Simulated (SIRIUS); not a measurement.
# CdS (P3m1) in SIRIUS: a series of runs, part 3 of 3

SIRIUS 7.12.0.

## Step 8: Equation of state, PBEsol, 48.37 Å³/atom (volume scaled by 1.06)

Contents of sirius.json:

```json
{
  "control": {
    "processing_unit": "cpu",
    "std_evp_solver_name": "lapack",
    "gen_evp_solver_name": "lapack",
    "verbosity": 2,
    "print_forces": false,
    "ortho_rf": true,
    "use_second_variation": true,
    "rmt_max": 3.0,
    "num_bands_to_print": 24,
    "save_wf": true
  },
  "parameters": {
    "electronic_structure_method": "full_potential_lapwlo",
    "xc_functionals": ["XC_GGA_X_PBE_SOL", "XC_GGA_C_PBE_SOL"],
    "core_relativity": "dirac",
    "valence_relativity": "iora",
    "num_fv_states": 24,
    "smearing": "fermi_dirac",
    "smearing_width": 0.0018374661,
    "pw_cutoff": 20,
    "gk_cutoff": 3.68,
    "lmax_apw": 10,
    "lmax_rho": 8,
    "lmax_pot": 8,
    "num_mag_dims": 0,
    "auto_rmt": 0,
    "ngridk": [7, 7, 5],
    "shiftk": [0, 0, 0],
    "num_dft_iter": 80,
    "energy_tol": 1e-07,
    "density_tol": 1e-05,
    "use_symmetry": true
  },
  "settings": {"tol_ne": 1e-10},
  "iterative_solver": {"type": "exact"},
  "mixer": {"type": "anderson", "beta": 0.5, "max_history": 8},
  "unit_cell": {
    "lattice_vectors": [[8.2103746355, 0.0, 0.0], [-4.1051873179, 7.1103930091, 0.0], [0.0, 0.0, 11.1834165026]],
    "atom_types": ["Cd", "S"],
    "atom_files": {"Cd": "Cd.json", "S": "S.json"},
    "atoms": {"Cd": [[0.0, 0.0, 0.44269192]], "S": [[0.6666666667, 0.3333333333, 0.43430808]]}
  }
}
```

Contents of Cd.json:

```json
{
  "name": "cadmium",
  "symbol": "Cd",
  "number": 48,
  "mass": 112.411,
  "rmin": 1e-06,
  "rmt": 2.35,
  "nrmt": 800,
  "rinf": 14.45,
  "core": "1s2s2p3s3p3d",
  "valence": [
    {"basis": [{"enu": -0.25, "dme": 0, "n": 0, "auto": 0}, {"enu": -0.25, "dme": 1, "n": 0, "auto": 0}]},
    {"l": 0, "n": 1, "basis": [{"enu": -0.15, "dme": 0, "n": 0, "auto": 0}]},
    {"l": 1, "n": 2, "basis": [{"enu": -0.15, "dme": 0, "n": 0, "auto": 0}]},
    {"l": 2, "n": 3, "basis": [{"enu": -0.2102, "dme": 0, "n": 0, "auto": 0}]},
    {"l": 3, "n": 4, "basis": [{"enu": -0.15, "dme": 0, "n": 0, "auto": 0}]}
  ],
  "lo": [
    {"l": 0, "basis": [{"enu": -0.15, "dme": 0, "n": 0, "auto": 0}, {"enu": -0.15, "dme": 1, "n": 0, "auto": 0}]},
    {
      "l": 0,
      "basis": [{"enu": -3.8089, "dme": 0, "n": 4, "auto": 1}, {"enu": -3.8089, "dme": 1, "n": 4, "auto": 1}]
    },
    {
      "l": 0,
      "basis": [{"enu": -3.8089, "dme": 1, "n": 4, "auto": 1}, {"enu": -0.15, "dme": 0, "n": 0, "auto": 0}]
    },
    {
      "l": 0,
      "basis": [{"enu": -0.15, "dme": 0, "n": 0, "auto": 0}, {"enu": 2.7472, "dme": 0, "n": 0, "auto": 0}]
    },
    {"l": 1, "basis": [{"enu": -0.15, "dme": 0, "n": 0, "auto": 0}, {"enu": -0.15, "dme": 1, "n": 0, "auto": 0}]},
    {
      "l": 1,
      "basis": [{"enu": -2.3896, "dme": 0, "n": 4, "auto": 1}, {"enu": -2.3896, "dme": 1, "n": 4, "auto": 1}]
    },
    {
      "l": 1,
      "basis": [{"enu": -2.3896, "dme": 1, "n": 4, "auto": 1}, {"enu": -0.15, "dme": 0, "n": 0, "auto": 0}]
    },
    {
      "l": 1,
      "basis": [{"enu": -0.15, "dme": 0, "n": 0, "auto": 0}, {"enu": 3.1818, "dme": 0, "n": 0, "auto": 0}]
    },
    {
      "l": 2,
      "basis": [{"enu": -0.2102, "dme": 0, "n": 0, "auto": 0}, {"enu": -0.2102, "dme": 1, "n": 0, "auto": 0}]
    },
    {
      "l": 2,
      "basis": [{"enu": -0.2102, "dme": 1, "n": 0, "auto": 0}, {"enu": -0.2102, "dme": 2, "n": 0, "auto": 0}]
    },
    {
      "l": 2,
      "basis": [{"enu": -0.2102, "dme": 0, "n": 0, "auto": 0}, {"enu": 2.6146, "dme": 0, "n": 0, "auto": 0}]
    },
    {"l": 3, "basis": [{"enu": -0.15, "dme": 0, "n": 0, "auto": 0}, {"enu": -0.15, "dme": 1, "n": 0, "auto": 0}]},
    {
      "l": 3,
      "basis": [{"enu": -0.15, "dme": 0, "n": 0, "auto": 0}, {"enu": 3.0007, "dme": 0, "n": 0, "auto": 0}]
    }
  ],
  "free_atom": [... radial grid and density of the free atom, the start of the SCF ...]
}
```

Contents of S.json:

```json
{
  "name": "sulphur",
  "symbol": "S",
  "number": 16,
  "mass": 32.065,
  "rmin": 1e-06,
  "rmt": 2.12,
  "nrmt": 800,
  "rinf": 13.52,
  "core": "1s",
  "valence": [
    {"basis": [{"enu": -0.25, "dme": 0, "n": 0, "auto": 0}, {"enu": -0.25, "dme": 1, "n": 0, "auto": 0}]},
    {"l": 0, "n": 1, "basis": [{"enu": -0.2866, "dme": 0, "n": 0, "auto": 0}]},
    {"l": 1, "n": 2, "basis": [{"enu": -0.15, "dme": 0, "n": 0, "auto": 0}]},
    {"l": 2, "n": 3, "basis": [{"enu": -0.15, "dme": 0, "n": 0, "auto": 0}]},
    {"l": 3, "n": 4, "basis": [{"enu": -0.15, "dme": 0, "n": 0, "auto": 0}]}
  ],
  "lo": [
    {
      "l": 0,
      "basis": [{"enu": -0.2866, "dme": 0, "n": 0, "auto": 0}, {"enu": -0.2866, "dme": 1, "n": 0, "auto": 0}]
    },
    {
      "l": 0,
      "basis": [{"enu": -0.2866, "dme": 1, "n": 0, "auto": 0}, {"enu": -0.2866, "dme": 2, "n": 0, "auto": 0}]
    },
    {
      "l": 0,
      "basis": [{"enu": -7.6263, "dme": 0, "n": 2, "auto": 1}, {"enu": -7.6263, "dme": 1, "n": 2, "auto": 1}]
    },
    {
      "l": 0,
      "basis": [{"enu": -0.2866, "dme": 0, "n": 0, "auto": 0}, {"enu": 2.3834, "dme": 0, "n": 0, "auto": 0}]
    },
    {"l": 1, "basis": [{"enu": -0.15, "dme": 0, "n": 0, "auto": 0}, {"enu": -0.15, "dme": 1, "n": 0, "auto": 0}]},
    {
      "l": 1,
      "basis": [{"enu": -5.6382, "dme": 0, "n": 2, "auto": 1}, {"enu": -5.6382, "dme": 1, "n": 2, "auto": 1}]
    },
    {
      "l": 1,
      "basis": [{"enu": -5.6382, "dme": 1, "n": 2, "auto": 1}, {"enu": -0.15, "dme": 0, "n": 0, "auto": 0}]
    },
    {"l": 1, "basis": [{"enu": -0.15, "dme": 0, "n": 0, "auto": 0}, {"enu": 3.944, "dme": 0, "n": 0, "auto": 0}]},
    {"l": 2, "basis": [{"enu": -0.15, "dme": 0, "n": 0, "auto": 0}, {"enu": -0.15, "dme": 1, "n": 0, "auto": 0}]},
    {"l": 2, "basis": [{"enu": -0.15, "dme": 1, "n": 0, "auto": 0}, {"enu": -0.15, "dme": 2, "n": 0, "auto": 0}]},
    {"l": 2, "basis": [{"enu": -0.15, "dme": 0, "n": 0, "auto": 0}, {"enu": 3.321, "dme": 0, "n": 0, "auto": 0}]},
    {"l": 3, "basis": [{"enu": -0.15, "dme": 0, "n": 0, "auto": 0}, {"enu": -0.15, "dme": 1, "n": 0, "auto": 0}]}
  ],
  "free_atom": [... radial grid and density of the free atom, the start of the SCF ...]
}
```

Contents of sirius_start.json:

```json
{
  "control": {
    "processing_unit": "cpu",
    "std_evp_solver_name": "lapack",
    "gen_evp_solver_name": "lapack",
    "verbosity": 1,
    "print_forces": false,
    "ortho_rf": true,
    "use_second_variation": true,
    "rmt_max": 3.0,
    "num_bands_to_print": 24,
    "save_wf": false
  },
  "parameters": {
    "electronic_structure_method": "full_potential_lapwlo",
    "xc_functionals": ["XC_LDA_X", "XC_LDA_C_PW"],
    "core_relativity": "dirac",
    "valence_relativity": "iora",
    "num_fv_states": 24,
    "smearing": "fermi_dirac",
    "smearing_width": 0.0055123983,
    "pw_cutoff": 20,
    "gk_cutoff": 2.94,
    "lmax_apw": 10,
    "lmax_rho": 8,
    "lmax_pot": 8,
    "num_mag_dims": 0,
    "auto_rmt": 0,
    "ngridk": [3, 3, 2],
    "shiftk": [0, 0, 0],
    "num_dft_iter": 30,
    "energy_tol": 0.01,
    "density_tol": 0.05,
    "use_symmetry": true
  },
  "settings": {"tol_ne": 1e-10},
  "iterative_solver": {"type": "exact"},
  "mixer": {"type": "anderson", "beta": 0.5, "max_history": 8},
  "unit_cell": {
    "lattice_vectors": [[8.2103746355, 0.0, 0.0], [-4.1051873179, 7.1103930091, 0.0], [0.0, 0.0, 11.1834165026]],
    "atom_types": ["Cd", "S"],
    "atom_files": {"Cd": "Cd.json", "S": "S.json"},
    "atoms": {"Cd": [[0.0, 0.0, 0.44269192]], "S": [[0.6666666667, 0.3333333333, 0.43430808]]}
  }
}
```

The run is started by

```console
$ OMP_NUM_THREADS=1 sirius.scf --input=sirius_start.json --output=start.json
$ OMP_NUM_THREADS=1 sirius.scf --input=sirius.json --output=output.json --task=1
```

Run time: 2 min. Hardware: 1 thread of Arm Neoverse V2, shared host; peak memory 0.7 GiB.

It converged, with:

```yaml
Free_energy: -163051.1621 eV
Band_gap_on_the_k_mesh: 1.23 eV, indirect (least direct gap 1.30 eV)
All_electrons_inside_the_program's_atomic_spheres: Cd 46.06; S 14.22 (radii Cd 2.35, S 2.12 bohr)
```

Caveat: an odd mesh through Γ misses points on the zone boundary, where band edges often lie.

## Step 9: Equation of state, PBEsol

Potentials or basis: all-electron FP-LAPW, apw+lo standard.

This step only gathers the single runs of the series.

Results:

```
Equilibrium volume                        : 43.30 Å³/atom
Bulk modulus at fixed shape and positions : 32 GPa
Pressure derivative of the bulk modulus   : 4.9 (rough: it moves with the points fitted)
```

Energy against volume, from the lowest point:
| volume (Å³/atom) | energy (meV/atom) |
| --- | --- |
| 42.897 | 0.00 |
| 43.810 | 0.09 |
| 44.722 | 3.99 |
| 45.635 | 11.21 |
| 46.548 | 20.93 |
| 47.460 | 33.19 |
| 48.373 | 47.94 |

Caveat: the cell was scaled at fixed shape and fractional positions, which overstates the stiffness of a crystal with free parameters, most of all of layers and chains.
